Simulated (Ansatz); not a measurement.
Te:

```
Te
1.0
     4.45400    0.00000    0.00000
    -2.22700    3.85728    0.00000
     0.00000    0.00000    5.92400
Te
3
Direct
  0.73100 0.73100 0.00000
  0.00000 0.26900 0.66667
  0.26900 0.00000 0.33333
```

Base run:

```yaml
Program: Ansatz 0.2.0
Functional: HSE06 form with a typed share of exact exchange
Potentials_or_basis: Ansatz PAW
Cutoff: "420 eV (not typed: the program's choice for these potentials)"
k_mesh: 4 × 4 × 3
Occupations: fermi-dirac, width 0.05 eV
Spin: no spin polarisation
```

Its results: band gap on the k mesh 1.15 eV, indirect (least direct gap 1.36 eV); pressure 0.0 GPa; largest force 0.229 eV/Å.

Question: After a change of settings the same cell gave: band gap on the k mesh 1.39 eV, indirect (least direct gap 1.60 eV); pressure -0.3 GPa; largest force 0.346 eV/Å. Which change was it?
A. screening (1/å) from 0.3 to 0.4
B. screening (1/å) from 0.3 to 0.15
C. screening (1/å) from 0.3 to 0.6

Answer: B.

Caveats: odd divisions of the mesh miss points on the zone boundary, where band edges often lie, so the gap on the mesh can be too wide; spin-orbit coupling is left out, which moves the levels of the heavy elements; the PAW data sets come from PBE, with cores solved anew for the run's functional, which leaves a small shift of forces and pressure; the thresholds are loose for stress.

Runs at the PBE level aren't shown here.
